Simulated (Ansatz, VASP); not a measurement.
**Mg in VASP and in Ansatz**

```
Mg
1.0
     0.00000    3.18739    3.18739
     3.18739    0.00000    3.18739
     3.18739    3.18739    0.00000
Mg
2
Direct
  0.87500 0.87500 0.87500
  0.12500 0.12500 0.12500
```

Change from the starting cell: volume scaled by 0.8, LAPW.

Alike in both runs: task single point; functional PBE; k mesh 12 × 12 × 12; occupations fermi-dirac, width 0.1 eV; no spin polarisation.

|  | VASP | Ansatz |
| --- | --- | --- |
| version | VASP 6.6.1 | Ansatz 0.2.0 |
| potentials or method | VASP PAW PBE potentials, release 64 (Mg), cutoff 520 eV | all-electron LAPW, scalar-relativistic |

```csv
,VASP,Ansatz,Ansatz less VASP
pressure (GPa),3.8,3.8,0.00
```

Ansatz ran all-electron here, so the differences hold the error of VASP's frozen core and of both bases.
